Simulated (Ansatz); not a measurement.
# BaTiO3: the cost of one run

Method: DFT PBEsol, scalar-relativistic, in Ansatz 0.2.0.

**1. The starting structure**

The structure is orthorhombic, space group Amm2 (No. 38). Conventional cell: a = 3.984 Å, b = 5.674 Å, c = 5.692 Å, α = 90.00°, β = 90.00°, γ = 90.00°. Ba (site symmetry mm2) has 12 O at 2.80 to 2.89 Å as nearest neighbours. Ti (site symmetry mm2) is surrounded by 6 O at 1.95 to 2.07 Å. O (site symmetry mm2) is surrounded by 2 Ti at 1.99 Å and 4 Ba at 2.80 to 2.89 Å. O (site symmetry m) has 2 Ti at 1.95 to 2.07 Å and 4 Ba at 2.82 to 2.84 Å as nearest neighbours.

Structure file:

```
Ba Ti O
1.0
     3.98410    0.00000    0.00000
     0.00000    2.83705    2.84580
     0.00000   -2.83705    2.84580
Ba Ti O
1 1 3
Direct
  0.00000 0.00000 0.00000
  0.50000 0.50790 0.50790
  0.00000 0.49210 0.49210
  0.50000 0.50251 0.99371
  0.50000 0.99371 0.50251
```

Atoms are numbered in the order of the input: Ba1, Ti2, O3, O4, O5.

**2. The deformed structure**

Space group Amm2 before, P1 after.

**3. LAPW, all electrons**

Input file input.yaml:

```yaml
crystal:
  lattice:
    - [3.9841, 0.0597615, 0.0597615]
    - [0.08524275, 2.879737, 2.88835575]
    - [0.00013125, -2.794363, 2.80324425]
  atoms:
    - { symbol: Ba, position: [0.0, 0.0, 0.0] }
    - { symbol: Ti, position: [0.5, 0.5079, 0.5079] }
    - { symbol: O, position: [0.0, 0.4921, 0.4921] }
    - { symbol: O, position: [0.5, 0.50251, 0.99371] }
    - { symbol: O, position: [0.5, 0.99371, 0.50251] }
kpoints:
  mp_grid: { grid: [8, 8, 8] }
  band_path:
    path:
      - [0.0, 0.0, 0.0]
      - [0.5, 0.0, 0.0]
      - [0.0, 0.0, 0.5]
      - [0.0, 0.0, 0.0]
      - [0.0, -0.5, 0.0]
      - [-0.5, -0.5, -0.5]
      - [0.0, 0.0, 0.0]
      - [0.0, -0.5, -0.5]
      - [-0.5, -0.5, 0.0]
    npoints: 5
scf:
  occupations: { method: fermi_dirac, width: 0.05 }
hamiltonian:
  xc: pbesol
  pseudopotentials: { kind: all_electron, lapw: { basis_error: 0.001 } }
output:
  forces: true
  stress: true
  eigenvalues: true
```

Launch:

```console
$ ansatz run input.yaml --threads 2 --pin off --max-ram 8192MiB --backend cpu --events-out ev --progress --plain --runs-dir out
```

**Question.** How long does this run take on 2 threads of Intel Xeon 6975P-C (Granite Rapids), shared host, and how much memory does it need?

About 2.9 min, with a peak of 2 GiB.
